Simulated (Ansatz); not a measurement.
# SrTiO3 (Pm-3m): the equilibrium volume, part 2 of 2

Aim: the volume at which the pressure of SrTiO3 (Pm-3m) vanishes.

Ansatz 0.2.0; DFT PBE, scalar-relativistic, plane waves, PAW. The steps go on from the part before.

## (3) Full relaxation

Contents of input.yaml:

```yaml
crystal:
  lattice:
    - [3.91270131, 0.0, 0.0]
    - [0.0, 3.91270131, 0.0]
    - [0.0, 0.0, 3.91270131]
  atoms:
    - { symbol: Sr, position: [0.0, 0.0, 0.0] }
    - { symbol: Ti, position: [0.5, 0.5, 0.5] }
    - { symbol: O, position: [0.5, 0.0, 0.5] }
    - { symbol: O, position: [0.5, 0.5, 0.0] }
    - { symbol: O, position: [0.0, 0.5, 0.5] }
basis:
  ecutwfc: 420
kpoints:
  mp_grid: { grid: [6, 6, 6] }
hamiltonian:
  xc: pbe
scf:
  occupations: { method: gaussian, width: 0.02 }
output:
  forces: true
  stress: true
  eigenvalues: true
  write_density: true
  write_potential: true
  elf: true
  volumetric_format: npy
relax:
  adjacent_minimum: "off"
  f_tol: 0.005
  max_steps: 80
  cell: { stress_tol: 0.05 }
```

On the command line:

```
> ansatz run input.yaml --threads 8 --pin off --max-ram 16384MiB --backend cpu --events-out ev --progress --plain --runs-dir out
```

The log of the run:

```text
Warning: RAYON_NUM_THREADS=8 ignored (pool sized by the plan → 8); use --threads N
Engine: ansatz 0.2.0, x86_64-unknown-linux-gnu
Pseudopotentials: kind: paw
Pseudopotential: Sr, paw, valence charge 10, recommended cutoff 420 eV (normal), Sr.paw.azcp
Pseudopotential: Ti, paw, valence charge 12, recommended cutoff 420 eV (normal), Ti.paw.azcp
Pseudopotential: O, paw, valence charge 6, recommended cutoff 420 eV (normal), O.paw.azcp
Functional definition: PBE
  parameter kappa = 0.804
  parameter beta = 0.06672455060314922
  exchange = pbe_x(kappa = kappa, mu = beta*pi^2/3)
  correlation = pbe_c(beta = beta)
Crystal: 5 atoms, lattice volume = 59.900 Å³
Basis set: ecut = 420 eV, 1189 PW (Γ), exchange–correlation on 54×54×54 points (8 copies of the dense FFT grid, shifted against one another)
Bands: 25, of which v1, the nominal top of the filled ones, is band 20 counted from 1 (19 counted from 0)
Symmetry: 48 space group operations
Space group: Pm-3m (ITA 221), of the structure as read, at distance tolerance 3.9e-5 Å
k-points: 20 of 216
Non-local potential: Sr, projectors of the file, l = 0: 3, l = 1: 2, l = 2: 2
Non-local potential: Ti, projectors of the file, l = 0: 3, l = 1: 2, l = 2: 3, l = 3: 1
Non-local potential: O, projectors of the file, l = 0: 2, l = 1: 2, l = 2: 1
PAW form: soft (Blöchl's): semilocal exchange-correlation on the pseudo side does not see the compensation charge
PAW one-centre angular grid: Sr, 110 points (default); XC on 64 Gauss nodes
PAW one-centre angular grid: Ti, 590 points (default); XC on 64 Gauss nodes
PAW one-centre angular grid: O, 110 points (default); XC on 64 Gauss nodes
Initial density: superposition of atomic densities (neutral atoms: chi_scale 0, normalization atom), corrected by the library's trained network
Initial wavefunctions: pseudopotential atomic-orbital guess
Functional: x = pbe(κ = 0.804, μ = 0.2195149727645171), c = pbe(β = 0.06672455060314922)
SCF iter   1: F=—  HF=-7754.473884 eV  |F-HF|=—  |Δ(HF+E_count)|=         —  Δρ=1.97e-3  dr2=1.32e-3  ethr=1.77e-3  ⟨swp⟩=7.5  Hψ=2666  notcnv=0
preconditioner: auto → Resta (q_TF=auto, 2.551 Å⁻¹)  ε∞=5.6  [insulator: Δε(μ)=1.857 eV  Ē_g=12.212 eV  σ=0.020 eV  W_gap=1.00  n_scr=18 (ndim 8)  ℏωp=26.3 eV  f_vac=0.000  D(μ)=0.00/eV (n_scr^D=0)  ε∞_Penn≈5.6]
SCF iter   2: F=—  HF=-7754.476250 eV  |F-HF|=—  |Δ(HF+E_count)|=   2.37e-3  Δρ=9.18e-4  dr2=2.16e-4  ethr=3.29e-6  ⟨swp⟩=3.5  Hψ=1144  notcnv=0  defer=9
SCF iter   3: F=—  HF=-7754.476371 eV  |F-HF|=—  |Δ(HF+E_count)|=   1.21e-4  Δρ=2.31e-4  dr2=1.95e-5  ethr=5.41e-7  ⟨swp⟩=2.5  Hψ=712  notcnv=0  defer=11
SCF iter   4: F=—  HF=-7754.475755 eV  |F-HF|=—  |Δ(HF+E_count)|=   6.16e-4  Δρ=6.46e-5  dr2=2.98e-6  ethr=4.87e-8  ⟨swp⟩=2.0  Hψ=874  notcnv=0  defer=10
SCF iter   5: F=—  HF=-7754.475754 eV  |F-HF|=—  |Δ(HF+E_count)|=   2.07e-7  Δρ=2.32e-5  dr2=4.56e-7  ethr=7.46e-9  ⟨swp⟩=1.9  Hψ=511  notcnv=0  defer=10
SCF iter   6: F=-7754.475754 eV  HF=-7754.475754 eV  |F-HF|=2.94e-8  |Δ(HF+E_count)|=   4.51e-8  Δρ=5.26e-6  dr2=3.81e-8  ethr=2.50e-10  ⟨swp⟩=13.3  Hψ=3786  notcnv=0
SCF 1 converged in 6 iterations: F = -7754.475754 eV  dr2 = 3.81e-8
relax step   1: F+E_penalty+E_count = -7754.47575427 eV  Δ(F+E_penalty+E_count) = +0.000e0 eV  max|allowed force component| = 1.768e-29 eV/Å  Δτ_max = 0.0000 Å  P = +3.221 GPa  Ω = 59.900 Å³  (6 SCF iters, dr2 threshold 1.00e-7 eV, accepted)
Crystal: 5 atoms, lattice volume = 60.876 Å³
Basis set: ecut = 420 eV, 1213 PW (Γ), exchange–correlation on 54×54×54 points (8 copies of the dense FFT grid, shifted against one another)
Initial density: handed on by an earlier stage of this run
Initial wavefunctions: those handed on with the density
iter 1 solved again at ethr=4.67e-6 eV; its pass at ethr=3.10e-3 eV (dr2=1.87e-3 eV) is discarded
SCF iter   1: F=—  HF=-7754.483643 eV  |F-HF|=—  |Δ(HF+E_count)|=         —  Δρ=2.09e-3  dr2=2.00e-3  ethr=4.67e-6  ⟨swp⟩=2.0  Hψ=2713  notcnv=0
preconditioner: auto → Resta (q_TF=auto, 2.544 Å⁻¹)  ε∞=5.6  [insulator: Δε(μ)=1.824 eV  Ē_g=12.105 eV  σ=0.020 eV  W_gap=1.00  n_scr=18 (ndim 8)  ℏωp=26.1 eV  f_vac=0.000  D(μ)=0.00/eV (n_scr^D=0)  ε∞_Penn≈5.6]
SCF iter   2: F=—  HF=-7754.483274 eV  |F-HF|=—  |Δ(HF+E_count)|=   3.69e-4  Δρ=6.69e-4  dr2=2.21e-4  ethr=4.67e-6  ⟨swp⟩=2.0  Hψ=785  notcnv=0
SCF iter   3: F=—  HF=-7754.482633 eV  |F-HF|=—  |Δ(HF+E_count)|=   6.42e-4  Δρ=2.43e-4  dr2=3.13e-5  ethr=5.53e-7  ⟨swp⟩=2.1  Hψ=757  notcnv=0
iter 4 did not close the SCF: its close was put off for the readings that it lacked (scf_convergence_deferred on its scf_iter line)
SCF iter   4: F=-7754.482641 eV  HF=-7754.482641 eV  |F-HF|=4.46e-7  |Δ(HF+E_count)|=   7.93e-6  Δρ=4.10e-5  dr2=4.34e-7  ethr=7.83e-8  ⟨swp⟩=3.0  Hψ=972  notcnv=0
iter 5 did not close the SCF: its close was put off for the readings that it lacked (scf_convergence_deferred on its scf_iter line)
SCF iter   5: F=-7754.482641 eV  HF=-7754.482641 eV  |F-HF|=3.94e-8  |Δ(HF+E_count)|=   5.17e-7  Δρ=7.90e-6  dr2=3.31e-8  ethr=1.09e-9  ⟨swp⟩=2.0  Hψ=759  notcnv=0
SCF iter   6: F=-7754.482641 eV  HF=-7754.482641 eV  |F-HF|=2.32e-9  |Δ(HF+E_count)|=   4.71e-8  Δρ=1.77e-6  dr2=2.30e-9  ethr=8.28e-11  ⟨swp⟩=6.7  Hψ=3202  notcnv=0
SCF 2 converged in 6 iterations: F = -7754.482641 eV  dr2 = 2.30e-9
relax step   2: F+E_penalty+E_count = -7754.48264131 eV  Δ(F+E_penalty+E_count) = -6.887e-3 eV  max|allowed force component| = 1.283e-29 eV/Å  Δτ_max = 0.0000 Å  P = +0.233 GPa  Ω = 60.876 Å³  energy of the carried Pulay correction = -3.511e-3 eV  (6 SCF iters, dr2 threshold 5.00e-7 eV, accepted)
Crystal: 5 atoms, lattice volume = 60.954 Å³
iter 1 solved again at ethr=2.95e-8 eV; its pass at ethr=3.10e-3 eV (dr2=1.18e-5 eV) is discarded
SCF iter   1: F=—  HF=-7754.483059 eV  |F-HF|=—  |Δ(HF+E_count)|=         —  Δρ=1.49e-4  dr2=9.73e-6  ethr=2.95e-8  ⟨swp⟩=2.0  Hψ=2607  notcnv=0
preconditioner: auto → Resta (q_TF=auto, 2.543 Å⁻¹)  ε∞=5.6  [insulator: Δε(μ)=1.839 eV  Ē_g=12.104 eV  σ=0.020 eV  W_gap=1.00  n_scr=18 (ndim 8)  ℏωp=26.1 eV  f_vac=0.000  D(μ)=0.00/eV (n_scr^D=0)  ε∞_Penn≈5.6]
SCF iter   2: F=—  HF=-7754.482423 eV  |F-HF|=—  |Δ(HF+E_count)|=   6.36e-4  Δρ=6.28e-5  dr2=1.93e-6  ethr=2.43e-8  ⟨swp⟩=2.0  Hψ=900  notcnv=0
SCF iter   3: F=—  HF=-7754.482422 eV  |F-HF|=—  |Δ(HF+E_count)|=   1.02e-7  Δρ=1.67e-5  dr2=1.44e-7  ethr=4.83e-9  ⟨swp⟩=2.6  Hψ=772  notcnv=0
iter 4 did not close the SCF: its close was put off for the readings that it lacked (scf_convergence_deferred on its scf_iter line)
SCF iter   4: F=-7754.482423 eV  HF=-7754.482423 eV  |F-HF|=1.99e-9  |Δ(HF+E_count)|=   4.45e-8  Δρ=5.27e-6  dr2=1.67e-8  ethr=3.60e-10  ⟨swp⟩=2.4  Hψ=760  notcnv=0
iter 5 did not close the SCF: its close was put off for the readings that it lacked (scf_convergence_deferred on its scf_iter line)
SCF iter   5: F=-7754.482423 eV  HF=-7754.482423 eV  |F-HF|=1.82e-11  |Δ(HF+E_count)|=   8.84e-9  Δρ=1.40e-6  dr2=7.41e-10  ethr=4.18e-11  ⟨swp⟩=2.0  Hψ=795  notcnv=0
SCF iter   6: F=-7754.482423 eV  HF=-7754.482423 eV  |F-HF|=0.00e0  |Δ(HF+E_count)|=  3.02e-10  Δρ=3.36e-7  dr2=7.01e-11  ethr=1.85e-12  ⟨swp⟩=5.2  Hψ=2701  notcnv=0
SCF 3 converged in 6 iterations: F = -7754.482423 eV  dr2 = 7.01e-11
relax step   3: F+E_penalty+E_count = -7754.48242255 eV  Δ(F+E_penalty+E_count) = +2.188e-4 eV  max|allowed force component| = 2.892e-29 eV/Å  Δτ_max = 0.0000 Å  P = +0.006 GPa  Ω = 60.954 Å³  energy of the carried Pulay correction = -3.787e-3 eV  (6 SCF iters, dr2 threshold 1.36e-7 eV, accepted)
Initial wavefunctions: pseudopotential atomic-orbital guess (no wavefunctions were taken with the density)
iter 1 solved again at ethr=3.69e-7 eV; its pass at ethr=3.10e-3 eV (dr2=1.47e-4 eV) is discarded
SCF iter   1: F=—  HF=-7754.487075 eV  |F-HF|=—  |Δ(HF+E_count)|=         —  Δρ=2.93e-4  dr2=3.84e-6  ethr=3.69e-7  ⟨swp⟩=3.8  Hψ=4038  notcnv=0
preconditioner: auto → Resta (q_TF=auto, 2.543 Å⁻¹)  ε∞=5.6  [insulator: Δε(μ)=1.842 eV  Ē_g=12.105 eV  σ=0.020 eV  W_gap=1.00  n_scr=18 (ndim 8)  ℏωp=26.1 eV  f_vac=0.000  D(μ)=0.00/eV (n_scr^D=0)  ε∞_Penn≈5.6]
SCF iter   2: F=—  HF=-7754.486687 eV  |F-HF|=—  |Δ(HF+E_count)|=   3.88e-4  Δρ=1.43e-4  dr2=6.73e-7  ethr=9.60e-9  ⟨swp⟩=2.2  Hψ=906  notcnv=0
SCF iter   3: F=—  HF=-7754.486774 eV  |F-HF|=—  |Δ(HF+E_count)|=   8.71e-5  Δρ=4.16e-5  dr2=7.22e-8  ethr=1.68e-9  ⟨swp⟩=2.8  Hψ=829  notcnv=0
SCF iter   4: F=—  HF=-7754.486782 eV  |F-HF|=—  |Δ(HF+E_count)|=   7.31e-6  Δρ=1.50e-6  dr2=8.27e-10  ethr=1.80e-10  ⟨swp⟩=2.0  Hψ=800  notcnv=0
SCF iter   5: F=—  HF=-7754.486782 eV  |F-HF|=—  |Δ(HF+E_count)|=   5.04e-9  Δρ=4.38e-7  dr2=1.37e-10  ethr=2.07e-12  ⟨swp⟩=2.5  Hψ=815  notcnv=0
SCF iter   6: F=-7754.486782 eV  HF=-7754.486782 eV  |F-HF|=3.64e-12  |Δ(HF+E_count)|=  2.00e-11  Δρ=1.01e-7  dr2=4.95e-12  ethr=1.00e-12  ⟨swp⟩=6.0  Hψ=2330  notcnv=0
SCF 4 converged in 6 iterations: F = -7754.486782 eV  dr2 = 4.95e-12
relax step   4: F+E_penalty+E_count = -7754.48678168 eV  Δ(F+E_penalty+E_count) = -4.359e-3 eV  max|allowed force component| = 5.306e-29 eV/Å  Δτ_max = 0.0000 Å  P = +0.127 GPa  Ω = 60.954 Å³  stress off target by 1.27e-1 GPa  SCF on the basis re-selected at this cell (its energy is not comparable with the rows above)  (6 SCF iters)
basis re-selected at this cell: Δ(F+E_penalty+E_count) = -4.359e-3 eV, ΔP = +0.122 GPa vs the last step (what re-selecting the basis moved, of the pressure what is left beyond the Pulay correction that the steps carried, after the strain that the cell walked since its last selection, with what the two solves' SCF thresholds leave and, on support functions, any second-order correction that the steps lacked; it is no measure of the basis error at this ecutwfc). This SCF's stress stands 1.27e-1 GPa from its target on what of the cell is left free (relax.cell.stress_tol is 5.00e-2 GPa) and its largest allowed force component is 5.31e-29 eV/Å (relax.f_tol is 5.00e-3 eV/Å): not within both, so this SCF does not close the relaxation
Crystal: 5 atoms, lattice volume = 60.997 Å³
iter 1 solved again at ethr=8.15e-9 eV; its pass at ethr=3.10e-3 eV (dr2=3.26e-6 eV) is discarded
SCF iter   1: F=—  HF=-7754.487289 eV  |F-HF|=—  |Δ(HF+E_count)|=         —  Δρ=7.92e-5  dr2=2.59e-6  ethr=8.15e-9  ⟨swp⟩=2.0  Hψ=2603  notcnv=0
preconditioner: auto → Resta (q_TF=auto, 2.543 Å⁻¹)  ε∞=5.6  [insulator: Δε(μ)=1.840 eV  Ē_g=12.099 eV  σ=0.020 eV  W_gap=1.00  n_scr=18 (ndim 8)  ℏωp=26.0 eV  f_vac=0.000  D(μ)=0.00/eV (n_scr^D=0)  ε∞_Penn≈5.6]
SCF iter   2: F=—  HF=-7754.486645 eV  |F-HF|=—  |Δ(HF+E_count)|=   6.44e-4  Δρ=3.99e-5  dr2=7.70e-7  ethr=6.48e-9  ⟨swp⟩=2.2  Hψ=905  notcnv=0
SCF iter   3: F=—  HF=-7754.486645 eV  |F-HF|=—  |Δ(HF+E_count)|=   5.85e-8  Δρ=1.01e-5  dr2=5.06e-8  ethr=1.93e-9  ⟨swp⟩=2.3  Hψ=719  notcnv=0
iter 4 did not close the SCF: its close was put off for the readings that it lacked (scf_convergence_deferred on its scf_iter line)
SCF iter   4: F=-7754.486645 eV  HF=-7754.486645 eV  |F-HF|=3.39e-9  |Δ(HF+E_count)|=   9.09e-9  Δρ=4.60e-6  dr2=1.31e-8  ethr=1.27e-10  ⟨swp⟩=2.1  Hψ=693  notcnv=0
iter 5 did not close the SCF: its close was put off for the readings that it lacked (scf_convergence_deferred on its scf_iter line)
SCF iter   5: F=-7754.486645 eV  HF=-7754.486645 eV  |F-HF|=6.00e-11  |Δ(HF+E_count)|=   3.01e-9  Δρ=1.05e-6  dr2=3.19e-10  ethr=3.27e-11  ⟨swp⟩=2.1  Hψ=802  notcnv=0
SCF iter   6: F=-7754.486645 eV  HF=-7754.486645 eV  |F-HF|=0.00e0  |Δ(HF+E_count)|=  1.73e-10  Δρ=2.50e-7  dr2=3.25e-11  ethr=1.00e-12  ⟨swp⟩=5.0  Hψ=2652  notcnv=0
SCF 5 converged in 6 iterations: F = -7754.486645 eV  dr2 = 3.25e-11
relax step   5: F+E_penalty+E_count = -7754.48664542 eV  Δ(F+E_penalty+E_count) = +1.363e-4 eV  max|allowed force component| = 1.874e-29 eV/Å  Δτ_max = 0.0000 Å  P = +0.004 GPa  Ω = 60.997 Å³  energy of the carried Pulay correction = -1.540e-4 eV  (6 SCF iters, accepted)
iter 1 solved again at ethr=3.59e-7 eV; its pass at ethr=3.10e-3 eV (dr2=1.43e-4 eV) is discarded
SCF iter   1: F=—  HF=-7754.487692 eV  |F-HF|=—  |Δ(HF+E_count)|=         —  Δρ=3.77e-5  dr2=3.40e-7  ethr=3.59e-7  ⟨swp⟩=3.8  Hψ=4036  notcnv=0
preconditioner: auto → Resta (q_TF=auto, 2.543 Å⁻¹)  ε∞=5.6  [insulator: Δε(μ)=1.841 eV  Ē_g=12.100 eV  σ=0.020 eV  W_gap=1.00  n_scr=18 (ndim 8)  ℏωp=26.0 eV  f_vac=0.000  D(μ)=0.00/eV (n_scr^D=0)  ε∞_Penn≈5.6]
SCF iter   2: F=—  HF=-7754.487046 eV  |F-HF|=—  |Δ(HF+E_count)|=   6.45e-4  Δρ=1.58e-5  dr2=4.85e-8  ethr=8.49e-10  ⟨swp⟩=3.0  Hψ=1023  notcnv=0
SCF iter   3: F=—  HF=-7754.487047 eV  |F-HF|=—  |Δ(HF+E_count)|=   2.13e-7  Δρ=1.07e-5  dr2=2.26e-8  ethr=1.21e-10  ⟨swp⟩=1.1  Hψ=501  notcnv=0
SCF iter   4: F=—  HF=-7754.487047 eV  |F-HF|=—  |Δ(HF+E_count)|=   1.77e-7  Δρ=6.00e-7  dr2=1.53e-10  ethr=5.64e-11  ⟨swp⟩=2.0  Hψ=775  notcnv=0
SCF iter   5: F=—  HF=-7754.487047 eV  |F-HF|=—  |Δ(HF+E_count)|=  3.27e-11  Δρ=3.19e-7  dr2=5.41e-11  ethr=1.00e-12  ⟨swp⟩=1.5  Hψ=561  notcnv=0
SCF iter   6: F=-7754.487047 eV  HF=-7754.487047 eV  |F-HF|=9.09e-13  |Δ(HF+E_count)|=  2.55e-11  Δρ=1.28e-7  dr2=6.54e-12  ethr=1.00e-12  ⟨swp⟩=6.0  Hψ=2259  notcnv=0
SCF 6 converged in 6 iterations: F = -7754.487047 eV  dr2 = 6.54e-12
relax step   6: F+E_penalty+E_count = -7754.48704685 eV  Δ(F+E_penalty+E_count) = -4.014e-4 eV  max|allowed force component| = 3.484e-30 eV/Å  Δτ_max = 0.0000 Å  P = +0.006 GPa  Ω = 60.997 Å³  stress off target by 5.59e-3 GPa  SCF on the basis re-selected at this cell (its energy is not comparable with the rows above)  (6 SCF iters)
basis re-selected at this cell: Δ(F+E_penalty+E_count) = -4.014e-4 eV, ΔP = +0.002 GPa vs the last step (what re-selecting the basis moved, of the pressure what is left beyond the Pulay correction that the steps carried, after the strain that the cell walked since its last selection, with what the two solves' SCF thresholds leave and, on support functions, any second-order correction that the steps lacked; it is no measure of the basis error at this ecutwfc). This SCF's stress stands 5.59e-3 GPa from its target on what of the cell is left free (relax.cell.stress_tol is 5.00e-2 GPa) and its largest allowed force component is 3.48e-30 eV/Å (relax.f_tol is 5.00e-3 eV/Å): within both
SCF converged after 6 iterations
Free energy (F): -7754.487047 eV
Harris-Foulkes:  -7754.487047 eV  (|F-HF|=9.09e-13)
Internal energy: -7754.487047 eV  (E = F + TS)
E sigma→0 (E₀):  -7754.487047 eV
Fermi energy:    10.579628 eV
--- Per-component energies (eV) ---
  E_band       = -218.272168
  E_kinetic    = 1045.747593
  E_local      = -2414.608855  (includes V_loc(G=0)·N_el)
  E_nonlocal   = 347.836672
  E_hartree    = 844.074851
  E_xc         = -495.949613
  E_vxc        = -571.535972  (∫ρ·V_xc dr)
  E_paw        = -4213.381961  (= ΣΔE_a)
  E_vpaw       = -313.868727  (= ΣTr[D̂ρ^β])
  E_aug_tail   = 0.007474  (compensation charges beyond the density's cutoff)
  E_ewald      = -2868.213209
  E_smearing   = -0.000000  (= −TS)
  E_closure    = 0.000000  (closes the sum)
  Σ components = -7754.487047   (vs F -7754.487047, Δ=0.00e0)
--- Forces (eV/Å), atoms counted from 1 ---
  atom   1  Sr    -0.00000000    -0.00000000     0.00000000
  atom   2  Ti     0.00000000    -0.00000000    -0.00000000
  atom   3  O      0.00000000    -0.00000000     0.00000000
  atom   4  O     -0.00000000     0.00000000     0.00000000
  atom   5  O      0.00000000    -0.00000000     0.00000000
  max |Σ_I F_I| component: 6.90e-30 eV/Å
--- Stress (GPa, compression-positive) ---
        0.005588       0.000000       0.000000
        0.000000       0.005588      -0.000000
        0.000000      -0.000000       0.005588
  P = ⅓ Tr σ = 0.0056 GPa (0.056 kbar)
--- Band table (eV; the first three rows and the last of 20) ---
  k-point 0: bands = ["-46.8350", "-23.1298", "-23.0801", "-23.0801", "-23.0801", "-7.6713", "-6.7086", "-6.7086", "-5.1174", "-5.1174", "-5.1174", "6.8672", "6.8672", "6.8672", "8.5274", "8.5274", "8.5274", "9.3007", "9.3007", "9.3007", "11.5000", "11.5000", "11.5000", "13.8360", "13.8360"]
  k-point 1: bands = ["-46.8347", "-23.1637", "-23.0794", "-23.0794", "-23.0566", "-7.6859", "-6.7071", "-6.6995", "-5.1067", "-5.1067", "-4.9528", "6.5276", "6.8555", "6.8555", "8.2010", "8.2010", "8.3103", "8.5659", "9.1570", "9.1570", "11.5373", "12.0487", "12.0487", "13.8394", "14.5574"]
  k-point 2: bands = ["-46.8342", "-23.2097", "-23.0781", "-23.0781", "-23.0312", "-7.7964", "-6.6812", "-6.5479", "-5.0850", "-5.0850", "-4.6827", "5.8049", "6.8511", "6.8511", "7.5895", "7.6389", "7.6389", "7.9298", "8.9965", "8.9965", "11.6146", "12.9392", "12.9392", "13.8443", "15.5604"]
  k-point 19: bands = ["-46.8317", "-23.1373", "-23.1373", "-23.1373", "-23.0756", "-6.3861", "-6.3861", "-6.3861", "-5.3593", "-5.3593", "-5.3593", "5.0880", "5.5859", "5.5859", "6.0057", "6.0057", "6.0057", "9.6593", "9.6593", "9.6593", "13.9960", "13.9960", "13.9960", "16.5425", "16.5425"]
--- Relaxed structure (4 steps of the walk, 4 accepted, 2 SCFs on fresh bases) ---
  F+E_penalty+E_count = -7754.48704685 eV   max|allowed force component| = 3.484e-30 eV/Å   (the final SCF, on the basis selected at the relaxed cell)
  cell:  # Å, volume = 60.9971 Å³
    - [3.936435134972532, -2.2067947279437076e-34, 3.209883240645393e-35]
    - [-1.5648180798146291e-34, 3.936435134972532, 9.62964972193618e-35]
    - [3.209883240645393e-35, 9.62964972193618e-35, 3.936435134972532]
  atoms:
    - { symbol: Sr, position: [9.325359068532327e-37, -1.28183629807147e-37, 2.563672597383026e-38] }
    - { symbol: Ti, position: [0.5, 0.5, 0.5] }
    - { symbol: O, position: [0.5, 1.2818362983040032e-37, 0.5] }
    - { symbol: O, position: [0.5, 0.5, -3.8455088946056573e-38] }
    - { symbol: O, position: [-5.89644697153179e-37, 0.5, 0.5] }
```

Wall time 1.8 s (8 threads of Intel Xeon 6975P-C (Granite Rapids), shared host); peak memory 0.47 GiB.

Relaxation path:

```tsv
step	energy from step 1 (meV/atom)	largest force component (eV/Å)	pressure (GPa)	volume (Å³/atom)
1	0.0	0.000	3.22	11.980
2	-1.4	0.000	0.23	12.175
3	-1.3	0.000	0.01	12.191
4	-2.2	0.000	0.13	12.191
5	-2.2	0.000	0.00	12.199
6	-2.3	0.000	0.01	12.199
```

Step 1 is the start. Step 4 repeats a cell on a basis chosen anew, so the energy can jump there without a move. Step 6 repeats the geometry before it on a plane-wave basis chosen anew for the final cell, which shifts the energy by -0.1 meV/atom. The run keeps the 48 symmetry operations that it found, so it can't reach a distortion that breaks them.

Result: volume 12.199 Å³/atom, pressure 0.01 GPa, gap on the mesh 1.84 eV.

## (4) The cell, before and after

How the cell compares, before and after:

| cell as typed | before | after | change |
| --- | --- | --- | --- |
| a (Å) | 3.913 | 3.936 | +0.6 % |
| b (Å) | 3.913 | 3.936 | +0.6 % |
| c (Å) | 3.913 | 3.936 | +0.6 % |
| volume (Å³/atom) | 11.980 | 12.199 | +1.8 % |
| shortest distance (Å) | 1.956 | 1.968 | +0.6 % |
| space group | Pm-3m | Pm-3m | same |

## (5) What came out

This closing draws on all 2 parts. Changes of volume or cell count from the first structure of part 1.

```
         quantity                                                                      value
           volume                                                             12.199 Å³/atom
         pressure                                                                   0.01 GPa
conventional cell  a = 3.936 Å, b = 3.936 Å, c = 3.936 Å, α = 90.00°, β = 90.00°, γ = 90.00°
  gap on the mesh                                                                    1.84 eV
```

**Reading.** From the first run shown, the volume went from 11.98 to 12.20 Å³/atom (+1.8 %) in 2 runs, where the pressure is zero within 0.01 GPa.

The gaps are Kohn-Sham values of a semilocal functional, not quasiparticle or optical gaps. Such gaps usually fall short of the measured ones.
